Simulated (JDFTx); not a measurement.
# InP (F-43m) in JDFTx: equation of state

How stiff is InP in PBE, and what volume does it want? The cell is scaled to several volumes.

Everything below comes from runs of JDFTx 1.7.0 (patched build). Logs are shortened: lines on timing, memory, paths and dates and some standing lists are left out, and cuts for length are marked. The log counts tension as positive stress, the text compression.

**Measured values to compare with.**

A printed reference work, data compilation reports, for a bulk crystal of InP: bulk modulus 71 GPa.

The runs below are set against these values where they give the same quantity.

### 1 The structure

Symmetry: F-43m, No. 216, cubic system. Conventional cell: a = 5.861 Å, b = 5.861 Å, c = 5.861 Å, α = 90.00°, β = 90.00°, γ = 90.00°. Around In (site symmetry -43m) lie 4 P at 2.54 Å. P (site symmetry -43m) has 4 In at 2.54 Å as nearest neighbours.

### 2 Equation of state, PBE, 23.66 Å³/atom (volume scaled by 0.94)

Contents of InP.in:

```
lattice \
    0.0000000000     5.4247934954     5.4247934954 \
    5.4247934954     0.0000000000     5.4247934954 \
    5.4247934954     5.4247934954     0.0000000000
coords-type Lattice
ion In     0.0000000000     0.0000000000     0.0000000000 1
ion P      0.7500000000     0.7500000000     0.7500000000 1

ion-species pseudo/In.upf
ion-species pseudo/P.upf
elec-cutoff 35
elec-ex-corr gga-PBE
kpoint-folding 8 8 8
elec-smearing Fermi 0.0018374661
elec-n-bands 15
electronic-SCF nIterations 100 energyDiffThreshold 1e-08
electronic-minimize nIterations 30 energyDiffThreshold 1e-7
forces-output-coords Cartesian

dump-name run.$VAR
dump End Ecomponents EigStats BandEigs Kpoints Forces Stress
```

Potentials or basis: PseudoDojo-SR-PBE-0.5-standard.

Run with:

```sh
$ jdftx -c 1 -i InP.in -o InP.out
```

Output:

```text
*************** JDFTx 1.7.0 (patched build) ***************

Input parsed successfully to the following command list (including defaults):
[... the input with its defaults ...]

---------- Setting up symmetries ----------

Found 48 point-group symmetries of the bravais lattice
Found 24 space-group symmetries with basis
Applied RMS atom displacement 0 bohrs to make symmetries exact.

---------- Initializing the Grid ----------
R =
[            0      5.42479      5.42479  ]
[      5.42479            0      5.42479  ]
[      5.42479      5.42479            0  ]
unit cell volume = 319.286
G =
[  -0.579117   0.579117   0.579117  ]
[   0.579117  -0.579117   0.579117  ]
[   0.579117   0.579117  -0.579117  ]
Minimum fftbox size, Smin = [  44  44  44  ]
Chosen fftbox size, S = [  48  48  48  ]

---------- Exchange Correlation functional ----------
Initalized PBE GGA exchange.
Initalized PBE GGA correlation.

---------- Setting up pseudopotentials ----------
Width of ionic core gaussian charges (only for fluid interactions / plotting) set to 0

Reading pseudopotential file 'pseudo/In.upf':
  'In' pseudopotential, 'PBE' functional
  Generated using ONCVPSP code by D. R. Hamann
  13 valence electrons, 3 orbitals, 6 projectors, 1001 radial grid points, with lMax = 2
    4D    l: 2   occupation: 10.0   eigenvalue: -0.684392
    5S    l: 0   occupation:  2.0   eigenvalue: -0.301765
    5P    l: 1   occupation:  1.0   eigenvalue: -0.092561
  Core radius for overlap checks: 2.17 bohrs.

Reading pseudopotential file 'pseudo/P.upf':
  'P' pseudopotential, 'PBE' functional
  Generated using ONCVPSP code by D. R. Hamann
  5 valence electrons, 2 orbitals, 6 projectors, 1001 radial grid points, with lMax = 2
    3S    l: 0   occupation:  2.0   eigenvalue: -0.513364
    3P    l: 1   occupation:  3.0   eigenvalue: -0.202372
  Core radius for overlap checks: 1.66 bohrs.

Initialized 2 species with 2 total atoms.

Folded 1 k-points by 8x8x8 to 512 k-points.

---------- Setting up k-points, bands, fillings ----------
Adding inversion symmetry to k-mesh for non-inversion-symmetric unit cell.
Reduced to 29 k-points under symmetry.
Computing the number of bands and number of electrons
Calculating initial fillings.
nElectrons:  18.000000   nBands: 15   nStates: 29

----- Setting up reduced wavefunction bases (one per k-point) -----
average nbasis = 3158.920 , ideal nbasis = 3157.735

---------- Setting up ewald sum ----------
Optimum gaussian width for ewald sums = 2.463847 bohr.
Real space sum over 1331 unit cells with max indices [  5  5  5  ]
Reciprocal space sum over 2197 terms with max indices [  6  6  6  ]

---------- Allocating electronic variables ----------
Initializing wave functions:  linear combination of atomic orbitals
Note: number of bands (15) exceeds available atomic orbitals (13)
In pseudo-atom occupations:   s ( 2 )  p ( 1 )  d ( 10 )
P pseudo-atom occupations:   s ( 2 )  p ( 3 )
	FillingsUpdate:  mu: +0.342247166  nElectrons: 18.000000
LCAOMinimize: Iter:   0  F: -63.2289896731015162  |grad|_K:  3.002e-03  alpha:  1.000e+00
	FillingsUpdate:  mu: +0.322349847  nElectrons: 18.000000
LCAOMinimize: Iter:   1  F: -63.2441278498720152  |grad|_K:  6.077e-05  alpha:  4.963e-01  linmin: -3.066e-01  cgtest:  8.481e-01
LCAOMinimize: Encountered beta<0, resetting CG.
	FillingsUpdate:  mu: +0.322038226  nElectrons: 18.000000
LCAOMinimize: Iter:   2  F: -63.2441347392630817  |grad|_K:  1.439e-05  alpha:  5.718e-01  linmin:  9.964e-05  cgtest:  1.408e-03
	FillingsUpdate:  mu: +0.322131697  nElectrons: 18.000000
LCAOMinimize: Iter:   3  F: -63.2441352929685081  |grad|_K:  1.077e-06  alpha:  8.191e-01  linmin: -5.649e-03  cgtest:  1.590e-02
	FillingsUpdate:  mu: +0.322129173  nElectrons: 18.000000
LCAOMinimize: Iter:   4  F: -63.2441352965535799  |grad|_K:  3.591e-08  alpha:  9.463e-01  linmin:  3.123e-03  cgtest: -5.615e-02
LCAOMinimize: Converged (|Delta F|<1.000000e-06 for 2 iters).

-------- Electronic minimization -----------
Will mix electronic density at each iteration.
	FillingsUpdate:  mu: +0.322129173  nElectrons: 18.000000
	FillingsUpdate:  mu: +0.309621394  nElectrons: 18.000000
SCF: Cycle:  0   F: -63.285104871525391   dF: -4.097e-02   |Residual|: 4.628e-02   |deigs|: 1.388e-01
	FillingsUpdate:  mu: +0.310161743  nElectrons: 18.000000
SCF: Cycle:  1   F: -63.285873927927604   dF: -7.691e-04   |Residual|: 2.649e-02   |deigs|: 9.190e-03
	FillingsUpdate:  mu: +0.312112655  nElectrons: 18.000000
SCF: Cycle:  2   F: -63.285988788230526   dF: -1.149e-04   |Residual|: 4.240e-03   |deigs|: 3.434e-03
	FillingsUpdate:  mu: +0.312558807  nElectrons: 18.000000
SCF: Cycle:  3   F: -63.286002518559073   dF: -1.373e-05   |Residual|: 1.926e-03   |deigs|: 1.303e-03
	FillingsUpdate:  mu: +0.312980381  nElectrons: 18.000000
SCF: Cycle:  4   F: -63.286006008805764   dF: -3.490e-06   |Residual|: 7.423e-04   |deigs|: 6.173e-04
	FillingsUpdate:  mu: +0.313021679  nElectrons: 18.000000
SCF: Cycle:  5   F: -63.286007190967780   dF: -1.182e-06   |Residual|: 2.862e-04   |deigs|: 3.441e-04
	FillingsUpdate:  mu: +0.313109665  nElectrons: 18.000000
SCF: Cycle:  6   F: -63.286008001615194   dF: -8.106e-07   |Residual|: 5.021e-05   |deigs|: 4.700e-04
	FillingsUpdate:  mu: +0.313114511  nElectrons: 18.000000
SCF: Cycle:  7   F: -63.286008315854140   dF: -3.142e-07   |Residual|: 3.946e-05   |deigs|: 3.572e-04
	FillingsUpdate:  mu: +0.313113677  nElectrons: 18.000000
SCF: Cycle:  8   F: -63.286008524487038   dF: -2.086e-07   |Residual|: 1.936e-05   |deigs|: 3.799e-04
	FillingsUpdate:  mu: +0.313113722  nElectrons: 18.000000
SCF: Cycle:  9   F: -63.286008580361376   dF: -5.587e-08   |Residual|: 1.754e-05   |deigs|: 2.778e-04
	FillingsUpdate:  mu: +0.313113794  nElectrons: 18.000000
SCF: Cycle: 10   F: -63.286008616667459   dF: -3.631e-08   |Residual|: 1.835e-05   |deigs|: 2.045e-04
	FillingsUpdate:  mu: +0.313114399  nElectrons: 18.000000
SCF: Cycle: 11   F: -63.286008628235166   dF: -1.157e-08   |Residual|: 2.150e-05   |deigs|: 8.210e-05
	FillingsUpdate:  mu: +0.313111335  nElectrons: 18.000000
SCF: Cycle: 12   F: -63.286008634340412   dF: -6.105e-09   |Residual|: 3.744e-05   |deigs|: 1.229e-04
	FillingsUpdate:  mu: +0.313116057  nElectrons: 18.000000
SCF: Cycle: 13   F: -63.286008636608337   dF: -2.268e-09   |Residual|: 1.666e-05   |deigs|: 5.237e-05
SCF: Converged (|Delta E|<1.000000e-08 for 2 iters).

Setting wave functions to eigenvectors of Hamiltonian

# Stress tensor in Cartesian coordinates [Eh/a0^3]:
[ -0.000295939            0            0  ]
[            0 -0.000295939            0  ]
[            0            0 -0.000295939  ]

# Ionic positions in lattice coordinates:
ion In   0.000000000000000   0.000000000000000   0.000000000000000 1
ion P   0.750000000000000   0.750000000000000   0.750000000000000 1

# Forces in Cartesian coordinates:
force In  -0.000000000000000   0.000000000000000   0.000000000000000 1
force P   0.000000000000000  -0.000000000000000   0.000000000000000 1

# Energy components:
   Eewald =      -45.7950574212800987
       EH =       17.9200411947715352
     Eloc =      -54.0510883353835467
      Enl =      -13.7782011770575838
      Exc =      -22.1469435647590807
 Exc_core =       10.1036144204367897
       KE =       44.4616262551721633
-------------------------------------
     Etot =      -63.2860086280998360
       TS =        0.0000000085085013
-------------------------------------
        F =      -63.2860086366083365

IonicMinimize: Iter:   0  F: -63.286008636608337  |grad|_K:        nan
IonicMinimize: None of the convergence criteria satisfied after 0 iterations.

#--- Lowdin population analysis ---
# oxidation-state In +0.329
# oxidation-state P -0.292

Dumping 'run.eigStats' ...
	eMin: -0.244365 at state 20 ( [ +0.000000 +0.500000 +0.500000 ] spin 0 )
	HOMO: +0.292735 at state 0 ( [ +0.000000 +0.000000 +0.000000 ] spin 0 )
	mu  : +0.313116
	LUMO: +0.331290 at state 0 ( [ +0.000000 +0.000000 +0.000000 ] spin 0 )
	eMax: +0.743360 at state 28 ( [ +0.250000 +0.500000 -0.250000 ] spin 0 )
	HOMO-LUMO gap: +0.038555
	Optical gap  : +0.038555 at state 0 ( [ +0.000000 +0.000000 +0.000000 ] spin 0 )
Done!
[note: mu as printed may lie anywhere between the filled and the empty levels]
```

It took 83 s on 1 thread of Arm Neoverse V2, shared host; peak memory 0.12 GiB.

What came out:

```yaml
Free_energy: -1722.1000 eV
Pressure: 8.7 GPa
Band_gap_on_the_k_mesh: 1.05 eV, direct
Loewdin_charges: In +0.33; P -0.29 e
```

Caveat: the empty levels aren't tightly converged; spin-orbit coupling is left out, which moves the levels of the heavy elements.

### 3 Equation of state, PBE, 24.16 Å³/atom (volume scaled by 0.96)

Edit InP.in of step 2 so:

```diff
@@ -1,5 +1,5 @@
 lattice \
-    0.0000000000     5.4247934954     5.4247934954 \
-    5.4247934954     0.0000000000     5.4247934954 \
-    5.4247934954     5.4247934954     0.0000000000
+    0.0000000000     5.4629975251     5.4629975251 \
+    5.4629975251     0.0000000000     5.4629975251 \
+    5.4629975251     5.4629975251     0.0000000000
 coords-type Lattice
@@ -20,2 +20,2 @@
 dump-name run.$VAR
-dump End Ecomponents EigStats BandEigs Kpoints Forces Stress
+dump End Ecomponents EigStats BandEigs Kpoints Forces Stress ElecDensity Dtot KEdensity
```

Potentials or basis: PseudoDojo-SR-PBE-0.5-standard.

Run with:

```sh
$ jdftx -c 1 -i InP.in -o InP.out
```

Wall time 86 s (1 thread of Arm Neoverse V2, shared host); peak memory 0.12 GiB.

Results (log left out):

```
Free energy            : -1722.1485 eV
Pressure               : 6.7 GPa
Band gap on the k mesh : 0.93 eV, direct
Loewdin charges        : In +0.33; P -0.29 e
```

Caveat: the empty levels aren't tightly converged; spin-orbit coupling is left out, which moves the levels of the heavy elements.

### 4 Equation of state, PBE, 24.66 Å³/atom (volume scaled by 0.98)

Edit InP.in of step 3 so:

```diff
@@ -1,5 +1,5 @@
 lattice \
-    0.0000000000     5.4629975251     5.4629975251 \
-    5.4629975251     0.0000000000     5.4629975251 \
-    5.4629975251     5.4629975251     0.0000000000
+    0.0000000000     5.5006745607     5.5006745607 \
+    5.5006745607     0.0000000000     5.5006745607 \
+    5.5006745607     5.5006745607     0.0000000000
 coords-type Lattice
```

Run with:

```sh
$ jdftx -c 1 -i InP.in -o InP.out
```

Run time: 86 s. Hardware: 1 thread of Arm Neoverse V2, shared host; peak memory 0.12 GiB.

Results (log left out):

```yaml
Free_energy: -1722.1853 eV
Pressure: 5.0 GPa
Band_gap_on_the_k_mesh: 0.82 eV, direct
Loewdin_charges: In +0.33; P -0.29 e
```

Caveat: the empty levels aren't tightly converged; spin-orbit coupling is left out, which moves the levels of the heavy elements.

### 5 Equation of state, PBE, 25.17 Å³/atom

Edit InP.in of step 4 so:

```diff
@@ -1,5 +1,5 @@
 lattice \
-    0.0000000000     5.5006745607     5.5006745607 \
-    5.5006745607     0.0000000000     5.5006745607 \
-    5.5006745607     5.5006745607     0.0000000000
+    0.0000000000     5.5378424082     5.5378424082 \
+    5.5378424082     0.0000000000     5.5378424082 \
+    5.5378424082     5.5378424082     0.0000000000
 coords-type Lattice
```

Potentials or basis: PseudoDojo-SR-PBE-0.5-standard.

Run with:

```sh
$ jdftx -c 1 -i InP.in -o InP.out
```

Output:

```text
*************** JDFTx 1.7.0 (patched build) ***************

Input parsed successfully to the following command list (including defaults):
[... the input with its defaults ...]

---------- Setting up symmetries ----------

Found 48 point-group symmetries of the bravais lattice
Found 24 space-group symmetries with basis
Applied RMS atom displacement 0 bohrs to make symmetries exact.

---------- Initializing the Grid ----------
R =
[            0      5.53784      5.53784  ]
[      5.53784            0      5.53784  ]
[      5.53784      5.53784            0  ]
unit cell volume = 339.666
G =
[  -0.567295   0.567295   0.567295  ]
[   0.567295  -0.567295   0.567295  ]
[   0.567295   0.567295  -0.567295  ]
Minimum fftbox size, Smin = [  44  44  44  ]
Chosen fftbox size, S = [  48  48  48  ]

---------- Exchange Correlation functional ----------
Initalized PBE GGA exchange.
Initalized PBE GGA correlation.

---------- Setting up pseudopotentials ----------
Width of ionic core gaussian charges (only for fluid interactions / plotting) set to 0

[... 88 lines left out ...]

# Stress tensor in Cartesian coordinates [Eh/a0^3]:
[ -0.000115585            0            0  ]
[            0 -0.000115585            0  ]
[            0            0 -0.000115585  ]

# Ionic positions in lattice coordinates:
ion In   0.000000000000000   0.000000000000000   0.000000000000000 1
ion P   0.750000000000000   0.750000000000000   0.750000000000000 1

# Forces in Cartesian coordinates:
force In  -0.000000000000000  -0.000000000000000   0.000000000000000 1
force P  -0.000000000000000  -0.000000000000000   0.000000000000000 1

# Energy components:
   Eewald =      -44.8602020983078873
       EH =       18.4130107328703225
     Eloc =      -55.4356374194190735
      Enl =      -13.8153284146672313
      Exc =      -22.1156726541371889
 Exc_core =       10.1036139274904802
       KE =       44.4201057477753807
-------------------------------------
     Etot =      -63.2901101783951958
       TS =        0.0000001832772813
-------------------------------------
        F =      -63.2901103616724754

IonicMinimize: Iter:   0  F: -63.290110361672475  |grad|_K:  4.985e-36
IonicMinimize: Converged (|grad|_K<1.000000e-04).

#--- Lowdin population analysis ---
# oxidation-state In +0.325
# oxidation-state P -0.289

Dumping 'run.eigStats' ...
	eMin: -0.267531 at state 20 ( [ +0.000000 +0.500000 +0.500000 ] spin 0 )
	HOMO: +0.262458 at state 0 ( [ +0.000000 +0.000000 +0.000000 ] spin 0 )
	mu  : +0.276680
	LUMO: +0.288600 at state 0 ( [ +0.000000 +0.000000 +0.000000 ] spin 0 )
	eMax: +0.683767 at state 24 ( [ +0.125000 +0.375000 +0.500000 ] spin 0 )
	HOMO-LUMO gap: +0.026142
	Optical gap  : +0.026142 at state 0 ( [ +0.000000 +0.000000 +0.000000 ] spin 0 )
Done!
[note: mu as printed may lie anywhere between the filled and the empty levels]
```

Run time: 86 s. Hardware: 1 thread of Arm Neoverse V2, shared host; peak memory 0.13 GiB.

Results:

| Quantity | Value |
| --- | --- |
| Free energy | -1722.2116 eV |
| Pressure | 3.4 GPa |
| Band gap on the k mesh | 0.71 eV, direct |
| Loewdin charges | In +0.33; P -0.29 e |

Caveat: the empty levels aren't tightly converged; spin-orbit coupling is left out, which moves the levels of the heavy elements.

### 6 Equation of state, PBE, 25.67 Å³/atom (volume scaled by 1.02)

Edit InP.in of step 5 so:

```diff
@@ -1,5 +1,5 @@
 lattice \
-    0.0000000000     5.5378424082     5.5378424082 \
-    5.5378424082     0.0000000000     5.5378424082 \
-    5.5378424082     5.5378424082     0.0000000000
+    0.0000000000     5.5745179301     5.5745179301 \
+    5.5745179301     0.0000000000     5.5745179301 \
+    5.5745179301     5.5745179301     0.0000000000
 coords-type Lattice
```

Potentials or basis: PseudoDojo-SR-PBE-0.5-standard.

Run with:

```sh
$ jdftx -c 1 -i InP.in -o InP.out
```

It took 89 s on 1 thread of Arm Neoverse V2, shared host; peak memory 0.13 GiB.

The run converged. Its results:

| Property | Result |
| --- | --- |
| Free energy | -1722.2285 eV |
| Pressure | 2.0 GPa |
| Band gap on the k mesh | 0.60 eV, direct |
| Loewdin charges | In +0.32; P -0.29 e |

Caveat: the empty levels aren't tightly converged; spin-orbit coupling is left out, which moves the levels of the heavy elements.

### 7 Equation of state, PBE, 26.17 Å³/atom (volume scaled by 1.04)

Edit InP.in of step 6 so:

```diff
@@ -1,5 +1,5 @@
 lattice \
-    0.0000000000     5.5745179301     5.5745179301 \
-    5.5745179301     0.0000000000     5.5745179301 \
-    5.5745179301     5.5745179301     0.0000000000
+    0.0000000000     5.6107171128     5.6107171128 \
+    5.6107171128     0.0000000000     5.6107171128 \
+    5.6107171128     5.6107171128     0.0000000000
 coords-type Lattice
```

Run with:

```sh
$ jdftx -c 1 -i InP.in -o InP.out
```

Wall time 90 s (1 thread of Arm Neoverse V2, shared host); peak memory 0.13 GiB.

The run converged. Its results:

```
Free energy            : -1722.2369 eV
Pressure               : 0.7 GPa
Band gap on the k mesh : 0.50 eV, direct
Loewdin charges        : In +0.32; P -0.29 e
```

Caveat: the empty levels aren't tightly converged; spin-orbit coupling is left out, which moves the levels of the heavy elements.

### 8 Equation of state, PBE, 26.68 Å³/atom (volume scaled by 1.06)

Edit InP.in of step 7 so:

```diff
@@ -1,5 +1,5 @@
 lattice \
-    0.0000000000     5.6107171128     5.6107171128 \
-    5.6107171128     0.0000000000     5.6107171128 \
-    5.6107171128     5.6107171128     0.0000000000
+    0.0000000000     5.6464551280     5.6464551280 \
+    5.6464551280     0.0000000000     5.6464551280 \
+    5.6464551280     5.6464551280     0.0000000000
 coords-type Lattice
```

Run with:

```sh
$ jdftx -c 1 -i InP.in -o InP.out
```

Run time: 89 s. Hardware: 1 thread of Arm Neoverse V2, shared host; peak memory 0.13 GiB.

The run converged. Its results:

```yaml
Free_energy: -1722.2378 eV
Pressure: -0.4 GPa
Band_gap_on_the_k_mesh: 0.39 eV, direct
Loewdin_charges: In +0.32; P -0.29 e
```

Caveat: the empty levels aren't tightly converged; spin-orbit coupling is left out, which moves the levels of the heavy elements.

### 9 Equation of state, PBE

Potentials or basis: PseudoDojo-SR-PBE-0.5-standard.

No new run: the results of the series are fitted here.

Results:

- Equilibrium volume: 26.48 Å³/atom
- Bulk modulus: 60 GPa
- Pressure derivative of the bulk modulus: 4.6

Energy against volume, from the lowest point:
```tsv
volume (Å³/atom)	energy (meV/atom)
23.657	68.87
24.160	44.62
24.663	26.21
25.167	13.06
25.670	4.62
26.173	0.41
26.677	0.00
```

Caveat: the empty levels aren't tightly converged. PBE usually gives volumes a little too large and moduli too small.

### 10 Against experiment

Step 9. Against the measured bulk modulus of InP, 71 GPa (a printed reference work, data compilation), the calculated 60 GPa is off by -16.1 %. The fit is for a static lattice scaled at fixed shape and fixed fractional positions.
